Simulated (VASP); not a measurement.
# ZrS (Fm-3m) in VASP: settings compared

The runs below take ZrS through relaxation of cell and atoms, with BLYP+D3, BLYP+D3(BJ), BLYP+D4.

Program: VASP 6.6.1. These are calculated values, not measurements. Logs are shortened: lines on timing, memory, paths and dates and some standing lists are left out, and cuts for length are marked.

## 1. Starting point

The structure is cubic, space group Fm-3m (No. 225). The conventional cell has a = 5.250 Å, b = 5.250 Å, c = 5.250 Å, α = 90.00°, β = 90.00°, γ = 90.00°. Around Zr (site symmetry m-3m) lie 6 S at 2.62 Å. S (site symmetry m-3m) is surrounded by 6 Zr at 2.62 Å.

## 2. Relaxation of cell and atoms, BLYP+D3

Input file INCAR:

```
PREC = Accurate ; ENCUT = 600
EDIFF = 1E-6 ; ISMEAR = -1
SIGMA = 0.05 ; LREAL = False
LASPH = True ; NELM = 60
ALGO = Fast ; ISIF = 3
LWAVE = False ; LCHARG = False
GGA = B5 ; ALDAX = 1.0
AGGAX = 1.0 ; AGGAC = 1.0
ALDAC = 0.0 ; IVDW = 11
VDW_S6 = 1.0 ; VDW_S8 = 1.682
VDW_SR = 1.094 ; VDW_SR8 = 1.0
IBRION = 2 ; NSW = 60
EDIFFG = -0.01
```

Input file KPOINTS:

```
regular mesh
0
Gamma
  9 9 9
```

Input file POSCAR:

```
ZrS
1.0
    0.0000000000      2.6250000000      2.6250000000
    2.6250000000      0.0000000000      2.6250000000
    2.6250000000      2.6250000000      0.0000000000
Zr S
1 1
Direct
    0.0000000000      0.0000000000      0.0000000000
    0.5000000000      0.5000000000      0.5000000000
```

Potentials or basis: VASP PAW PBE potentials, release 64 (Zr_sv, S).

On the command line:

```console
cat potpaw_PBE.64/Zr_sv/POTCAR potpaw_PBE.64/S/POTCAR > POTCAR
mpirun -np 1 vasp_std > vasp.out
```

OUTCAR:

```text
PREC = Accurate
   ENCUT = 600
   EDIFF = 1E-6
   ISMEAR = -1
   LREAL = False
   LASPH = True
   NELM = 60
   ISIF = 3
   GGA = B5
   IVDW = 11
   IBRION = 2
   NSW = 60
   EDIFFG = -0.01
 IVDW          = 11

 ion  position               nearest neighbor table
   1  0.000  0.000  0.000-   2 2.62   2 2.62   2 2.62   2 2.62   2 2.62   2 2.62
   2  0.500  0.500  0.500-   1 2.62   1 2.62   1 2.62   1 2.62   1 2.62   1 2.62

  LATTYP: Found a face centered cubic cell.
 ALAT       =     5.2500000000

  Lattice vectors:

 A1 = (   0.0000000000,   2.6250000000,   2.6250000000)
 A2 = (   2.6250000000,   0.0000000000,   2.6250000000)
 A3 = (   2.6250000000,   2.6250000000,   0.0000000000)

Analysis of symmetry for initial positions (statically):
=====================================================================
 Subroutine PRICEL returns:
 Original cell was already a primitive cell.

 Routine SETGRP: Setting up the symmetry group for a
 face centered cubic supercell.

 Subroutine GETGRP returns: Found 48 space group operations
 (whereof 48 operations were pure point group operations)
 out of a pool of 48 trial point group operations.

The static configuration has the point symmetry O_h .

Analysis of symmetry for dynamics (positions and initial velocities):
=====================================================================
 Subroutine PRICEL returns:
 Original cell was already a primitive cell.

 Routine SETGRP: Setting up the symmetry group for a
 face centered cubic supercell.

 Subroutine GETGRP returns: Found 48 space group operations
 (whereof 48 operations were pure point group operations)
 out of a pool of 48 trial point group operations.

The dynamic configuration has the point symmetry O_h .

 Subroutine INISYM returns: Found 48 space group operations
 (whereof 48 operations are pure point group operations),
 and found     1 'primitive' translations

----------------------------------------------------------------------------------------

                                     Primitive cell

  volume of cell :      36.1758

  direct lattice vectors                    reciprocal lattice vectors
     0.000000000  2.625000000  2.625000000    -0.190476190  0.190476190  0.190476190
     2.625000000  0.000000000  2.625000000     0.190476190 -0.190476190  0.190476190
     2.625000000  2.625000000  0.000000000     0.190476190  0.190476190 -0.190476190

  length of vectors
     3.712310601  3.712310601  3.712310601     0.329914440  0.329914440  0.329914440

  position of ions in fractional coordinates (direct lattice)
     0.000000000  0.000000000  0.000000000
     0.500000000  0.500000000  0.500000000

  ion indices of the primitive-cell ions
   primitive index   ion index
                 1           1
                 2           2

----------------------------------------------------------------------------------------

 KPOINTS: regular mesh

Automatic generation of k-mesh.
 Grid dimensions read from file:
 generate k-points for:    9    9    9

 Generating k-lattice:

  Cartesian coordinates                     Fractional coordinates (reciprocal lattice)
    -0.021164021  0.021164021  0.021164021     0.111111111  0.000000000  0.000000000
     0.021164021 -0.021164021  0.021164021     0.000000000  0.111111111  0.000000000
     0.021164021  0.021164021 -0.021164021     0.000000000  0.000000000  0.111111111

  Length of vectors
     0.036657160  0.036657160  0.036657160

  Shift w.r.t. Gamma in fractional coordinates (k-lattice)
     0.000000000  0.000000000  0.000000000

 Subroutine IBZKPT returns following result:
 ===========================================

 Found     35 irreducible k-points:

 Following reciprocal coordinates:
            Coordinates               Weight
  0.000000  0.000000  0.000000      1.000000
  0.111111  0.000000  0.000000      8.000000
  0.222222  0.000000  0.000000      8.000000
  0.333333  0.000000  0.000000      8.000000
  0.444444  0.000000  0.000000      8.000000
  0.111111  0.111111  0.000000      6.000000
[... 16 lines left out ...]
 -0.333333  0.333333  0.000000     12.000000
  0.444444  0.444444  0.000000      6.000000
 [... further k-points ...]
   k-points           NKPTS =     35   k-points in BZ     NKDIM =     35   number of bands    NBANDS=     13
   number of dos      NEDOS =    301   number of ions     NIONS =      2
   total plane-waves  NPLWV =  27000
   dimension x,y,z NGX =    30 NGY =   30 NGZ =   30
   dimension x,y,z NGXF=    60 NGYF=   60 NGZF=   60
   ions per type =               1   1
   NGX,Y,Z   is equivalent  to a cutoff of  13.43, 13.43, 13.43 a.u.
   NGXF,Y,Z  is equivalent  to a cutoff of  26.87, 26.87, 26.87 a.u.
 SYSTEM =  unknown system
   PREC   = accura    normal or accurate (medium, high low for compatibility)
   ISTART =      0    job   : 0-new  1-cont  2-samecut
   ICHARG =      2    charge: 1-file 2-atom 10-const
   ISPIN  =      1    spin polarized calculation?
   LNONCOLLINEAR =      F non collinear calculations
   LSORBIT =      F    spin-orbit coupling
   LASPH  =      T    aspherical Exc in radial PAW
   ENCUT  =  600.0 eV  44.10 Ry    6.64 a.u.   7.41  7.41  7.41*2*pi/ulx,y,z
   NELM   =     60;   NELMIN=  2; NELMDL= -5     # of ELM steps
   EDIFF  = 0.1E-05   stopping-criterion for ELM
   LREAL  =      F    real-space projection
   EDIFFG = -.1E-01   stopping-criterion for IOM
   NSW    =     60    number of steps for IOM
   IBRION =      2    ionic relax: 0-MD 1-quasi-New 2-CG
   NFREE  =      1    steps in history (QN), initial steepest desc. (CG)
   ISIF   =      3    stress and relaxation
   ISYM   =      2    0-nonsym 1-usesym 2-fastsym
   POTIM  = 0.5000    time-step for ionic-motion
   TEBEG  =    0.0;   TEEND  =   0.0 temperature during run
   PSTRESS=    0.0 pullay stress
   NELECT =      18.0000    total number of electrons
   NUPDOWN=      -1.0000    fix difference up-down
   EMIN   =  10.00;   EMAX   =-10.00  energy-range for DOS
   EFERMI =   0.00;   METHOD = LEGACY
   ISMEAR =    -1;   SIGMA  =   0.05  broadening in eV -4-tet -1-fermi 0-gaus
   EFERMI_NEDOS =   21; number of points for ismear=-14 and -15
   IALGO  =     68    algorithm
   IMIX   =      4    mixing-type and parameters
     AMIX     =   0.40;   BMIX     =  1.00
     AMIX_MAG =   1.60;   BMIX_MAG =  1.00
  volume/ion in A,a.u.               =      18.09       122.06
  Fermi-wavevector in a.u.,A,eV,Ry     =   1.297258  2.451462 22.896950  1.682878
  Thomas-Fermi vector in A             =   2.428662
   LORBIT       =      0    0 simple, 1 ext, 2 COOP (PROOUT), +10 PAW based schemes
   GGA     = B5    functional components
   LHFCALC =     F    Hartree Fock is set to
   AEXX    =    0.0000 exact exchange contribution
   IVDW    =    11    specifies the selected vdW correction
   LEPSILON=     F    determine dielectric tensor
   LRPA    =     F    only Hartree local field effects (RPA)
 conjugate gradient relaxation of ions
 non-spin polarized calculation
 RMM-DIIS sequential band-by-band and
  energy-cutoff  :      600.00
  volume of cell :       36.18
 maximum number of plane-waves:      1243
 NGX is ok and might be reduce to    30
   NGX = 15   NGY = 15   NGZ = 15

--------------------------------------- Ionic step        1  -------------------------------------------

 number of electron      17.9999999 magnetization

 Free energy of the ion-electron system (eV)
  ---------------------------------------------------
  ext. energy  EPLUGINS =         0.00000000
  ---------------------------------------------------
  free energy    TOTEN  =       -13.60380760 eV

  energy without entropy =      -13.59108147  energy(sigma->0) =      -13.59744453

------------------------ aborting loop because EDIFF is reached ----------------------------------------

 Edisp (eV)   -1.21687

 E8    (eV) :    -0.8562

  FORCE on cell =-STRESS in cart. coord.  units (eV):
  Direction    XX          YY          ZZ          XY          YZ          ZX
  --------------------------------------------------------------------------------------
  -------------------------------------------------------------------------------------
  Total       0.09050     0.09050     0.09050     0.00000     0.00000     0.00000
  in kB       4.00813     4.00813     4.00813     0.00000     0.00000     0.00000
  external pressure =        4.01 kB  Pullay stress =        0.00 kB

 VOLUME and BASIS-vectors are now :
 -----------------------------------------------------------------------------
  energy-cutoff  :      600.00
  volume of cell :       36.18
      direct lattice vectors                 reciprocal lattice vectors
     0.000000000  2.625000000  2.625000000    -0.190476190  0.190476190  0.190476190
     2.625000000  0.000000000  2.625000000     0.190476190 -0.190476190  0.190476190
     2.625000000  2.625000000  0.000000000     0.190476190  0.190476190 -0.190476190
[... 41 lines left out ...]
 POSITION                                       TOTAL-FORCE (eV/Angst)
 -----------------------------------------------------------------------------------
      2.63073     -0.00000      2.63073        -0.000000      0.000000      0.000000
      2.63073      2.63073      2.63073         0.000000     -0.000000     -0.000000
 -----------------------------------------------------------------------------------
    total drift:                               -0.000000      0.000000      0.000000

  FREE ENERGIE OF THE ION-ELECTRON SYSTEM (eV)
  ---------------------------------------------------
  free  energy   TOTEN  =       -14.8206612639 eV

  energy  without entropy=      -14.8078028421  energy(sigma->0) =      -14.81423205

--------------------------------------- Ionic step        3  -------------------------------------------

 number of electron      17.9999999 magnetization

 Free energy of the ion-electron system (eV)
  ---------------------------------------------------
  ext. energy  EPLUGINS =         0.00000000
  ---------------------------------------------------
  free energy    TOTEN  =       -13.60766025 eV

  energy without entropy =      -13.59487062  energy(sigma->0) =      -13.60126543

 E-fermi :  11.1633     XC(G=0): -10.6450

 val. band max:       11.1004106531   @ k =   0.4444   0.1111   0.0000
 cond. band min:      11.1984970750   @ k =  -0.4444   0.2222   0.1111
 fundamental gap:      0.0980864218
 Fermi energy:        11.1632857399

 k-point     1 :       0.0000    0.0000    0.0000
  band No.  band energies     occupation
      1     -38.7883      2.00000
      2     -16.8442      2.00000
      3     -16.8442      2.00000
      4     -16.8442      2.00000
      5      -4.6487      2.00000
      6       7.5794      2.00000
      7       7.5794      2.00000
      8       7.5794      2.00000
      9       9.8720      2.00000
     10       9.8720      2.00000
     11       9.8720      2.00000
     12      10.5254      1.99999
     13      10.5254      1.99999

 k-point     2 :       0.1111    0.0000    0.0000
  band No.  band energies     occupation
      1     -38.7853      2.00000
      2     -16.8846      2.00000
      3     -16.8477      2.00000
      4     -16.8477      2.00000
      5      -4.5008      2.00000
      6       6.7843      2.00000
      7       7.0587      2.00000
      8       7.0587      2.00000
      9      10.1230      2.00000
     10      10.1230      2.00000
     11      10.1698      2.00000
[... 339 lines left out ...]
 k-point    24 :       0.4444    0.4444    0.0000
  band No.  band energies     occupation
      1     -38.7561      2.00000
      2     -17.0972      2.00000
      3     -16.9446      2.00000
      4     -16.9446      2.00000
      5      -3.8502      2.00000
      6       4.9044      2.00000
      7       6.6849      2.00000
      8       6.6849      2.00000
      9       7.9519      2.00000
     10      11.6248      0.00020
     11      13.4111      0.00000
     12      13.4111      0.00000
     13      14.3218      0.00000

 [... further k-points ...]

------------------------ aborting loop because EDIFF is reached ----------------------------------------

 Edisp (eV)   -1.21316

 E8    (eV) :    -0.8536

  FORCE on cell =-STRESS in cart. coord.  units (eV):
  Direction    XX          YY          ZZ          XY          YZ          ZX
  --------------------------------------------------------------------------------------
  -------------------------------------------------------------------------------------
  Total      -0.00154    -0.00154    -0.00154     0.00000     0.00000     0.00000
  in kB      -0.06788    -0.06788    -0.06788     0.00000     0.00000     0.00000
  external pressure =       -0.07 kB  Pullay stress =        0.00 kB

 VOLUME and BASIS-vectors are now :
 -----------------------------------------------------------------------------
  energy-cutoff  :      600.00
  volume of cell :       36.29
      direct lattice vectors                 reciprocal lattice vectors
     0.000000000  2.627750753  2.627750753    -0.190276798  0.190276798  0.190276798
     2.627750753 -0.000000000  2.627750753     0.190276798 -0.190276798  0.190276798
     2.627750753  2.627750753  0.000000000     0.190276798  0.190276798 -0.190276798

 POSITION                                       TOTAL-FORCE (eV/Angst)
 -----------------------------------------------------------------------------------
      0.00000      0.00000      0.00000         0.000000     -0.000000      0.000000
      2.62775      2.62775      2.62775        -0.000000      0.000000     -0.000000
 -----------------------------------------------------------------------------------
    total drift:                               -0.000000      0.000000      0.000000

  FREE ENERGIE OF THE ION-ELECTRON SYSTEM (eV)
  ---------------------------------------------------
  free  energy   TOTEN  =       -14.8208236102 eV

  energy  without entropy=      -14.8080339828  energy(sigma->0) =      -14.81442880

 reached required accuracy - stopping structural energy minimisation
```

Wall time 3.3 min (1 thread of Intel Xeon Platinum 8488C (Sapphire Rapids), shared host); peak memory 0.19 GiB.

What came out:

```yaml
Free_energy: -14.8208 eV
Relaxed_volume: 18.14 Å³/atom
Relaxed_cell: a = 3.716 Å, b = 3.716 Å, c = 3.716 Å, α = 60.00°, β = 60.00°, γ = 60.00°
Space_group_after_relaxing_to_0.05_Å: Fm-3m (No. 225)
Energy_gained_by_relaxing: 0.1 meV/atom
Ionic_steps: 3
Pressure_after_relaxing: 0.0 GPa
Dispersion_energy_per_atom: -0.607 eV
```

The path:
```
step  energy change (eV)  largest force (eV/Å)  pressure (GPa)  volume (Å³)
   1              0.0000                0.0000            0.40        36.18
   2              0.0000                0.0000           -0.41        36.41
   3             -0.0001                0.0000           -0.01        36.29
```

Final structure:
```
Zr S
1.0
     0.00000    2.62775    2.62775
     2.62775    0.00000    2.62775
     2.62775    2.62775    0.00000
Zr S
1 1
Direct
  0.00000 0.00000 0.00000
  0.50000 0.50000 0.50000
```

Caveat: the bands computed are all filled at some k points, so no gap is given; the PAW data sets were made with another functional, which shifts forces and pressure a little.

## 3. Relaxation of cell and atoms, BLYP+D3(BJ)

Changes to INCAR since step 2:

```diff
@@ -8,5 +8,5 @@
 AGGAX = 1.0 ; AGGAC = 1.0
-ALDAC = 0.0 ; IVDW = 11
-VDW_S6 = 1.0 ; VDW_S8 = 1.682
-VDW_SR = 1.094 ; VDW_SR8 = 1.0
+ALDAC = 0.0 ; IVDW = 12
+VDW_S6 = 1.0 ; VDW_S8 = 2.6996
+VDW_A1 = 0.4298 ; VDW_A2 = 4.2359
 IBRION = 2 ; NSW = 60
```

KPOINTS is that of step 2.

POSCAR is that of step 2.

Potentials or basis: VASP PAW PBE potentials, release 64 (Zr_sv, S).

On the command line:

```console
cat potpaw_PBE.64/Zr_sv/POTCAR potpaw_PBE.64/S/POTCAR > POTCAR
mpirun -np 1 vasp_std > vasp.out
```

OUTCAR:

```text
PREC = Accurate
   ENCUT = 600
   EDIFF = 1E-6
   ISMEAR = -1
   LREAL = False
   LASPH = True
   NELM = 60
   ISIF = 3
   GGA = B5
   IVDW = 12
   IBRION = 2
   NSW = 60
   EDIFFG = -0.01
 IVDW          = 12

 ion  position               nearest neighbor table
   1  0.000  0.000  0.000-   2 2.62   2 2.62   2 2.62   2 2.62   2 2.62   2 2.62
   2  0.500  0.500  0.500-   1 2.62   1 2.62   1 2.62   1 2.62   1 2.62   1 2.62

  LATTYP: Found a face centered cubic cell.
 ALAT       =     5.2500000000

  Lattice vectors:

 A1 = (   0.0000000000,   2.6250000000,   2.6250000000)
 A2 = (   2.6250000000,   0.0000000000,   2.6250000000)
 A3 = (   2.6250000000,   2.6250000000,   0.0000000000)

Analysis of symmetry for initial positions (statically):
=====================================================================
 Subroutine PRICEL returns:
 Original cell was already a primitive cell.

 Routine SETGRP: Setting up the symmetry group for a
 face centered cubic supercell.

[... 257 lines left out ...]

  energy without entropy =      -13.52078783  energy(sigma->0) =      -13.52679081

 E-fermi :  11.6826     XC(G=0): -10.8404

 val. band max:       11.6128793319   @ k =   0.4444   0.1111   0.0000
 cond. band min:      11.7190859550   @ k =  -0.4444   0.2222   0.1111
 fundamental gap:      0.1062066231
 Fermi energy:        11.6825617610

 k-point     1 :       0.0000    0.0000    0.0000
  band No.  band energies     occupation
      1     -38.1839      2.00000
      2     -16.2412      2.00000
      3     -16.2412      2.00000
      4     -16.2412      2.00000
      5      -4.3180      2.00000
      6       8.0863      2.00000
      7       8.0863      2.00000
      8       8.0863      2.00000
      9      10.3057      2.00000
     10      10.3057      2.00000
     11      10.3057      2.00000
     12      10.9979      2.00000
     13      10.9979      2.00000
[... 354 lines left out ...]
  band No.  band energies     occupation
      1     -38.1442      2.00000
      2     -16.5400      2.00000
      3     -16.3593      2.00000
      4     -16.3593      2.00000
      5      -3.4855      2.00000
      6       5.3416      2.00000
      7       7.1752      2.00000
      8       7.1752      2.00000
      9       8.2826      2.00000
     10      12.1634      0.00013
     11      14.0928      0.00000
     12      14.0936      0.00000
     13      15.1717      0.00000

 [... further k-points ...]

------------------------ aborting loop because EDIFF is reached ----------------------------------------

 Edisp (eV)   -2.39438

 E8    (eV) :    -1.7866
[... 25 lines left out ...]
  FREE ENERGIE OF THE ION-ELECTRON SYSTEM (eV)
  ---------------------------------------------------
  free  energy   TOTEN  =       -15.9271698159 eV

  energy  without entropy=      -15.9151638609  energy(sigma->0) =      -15.92116684

 reached required accuracy - stopping structural energy minimisation
```

It took 2.2 min on 1 thread of Intel Xeon Platinum 8488C (Sapphire Rapids), shared host; peak memory 0.19 GiB.

What came out:

* Free energy: -15.9272 eV
* Relaxed volume: 17.41 Å³/atom
* Relaxed cell: a = 3.666 Å, b = 3.666 Å, c = 3.666 Å, α = 60.00°, β = 60.00°, γ = 60.00°
* Space group after relaxing (to 0.05 Å): Fm-3m (No. 225)
* Energy gained by relaxing: 10.8 meV/atom
* Ionic steps: 3
* Pressure after relaxing: 0.0 GPa
* Dispersion energy per atom: -1.197 eV

The path:
```
step  energy change (eV)  largest force (eV/Å)  pressure (GPa)  volume (Å³)
   1              0.0000                0.0000           -4.93        36.18
   2              0.0079                0.0000            6.70        33.34
   3             -0.0217                0.0000           -0.04        34.83
```

Final structure:
```
Zr S
1.0
     0.00000    2.59192    2.59192
     2.59192    0.00000    2.59192
     2.59192    2.59192    0.00000
Zr S
1 1
Cartesian
  0.0000 0.0000 0.0000
  2.5919 2.5919 2.5919
```

Caveat: the bands computed are all filled at some k points, so no gap is given; the PAW data sets were made with another functional, which shifts forces and pressure a little.

[end of part 1 of 2]
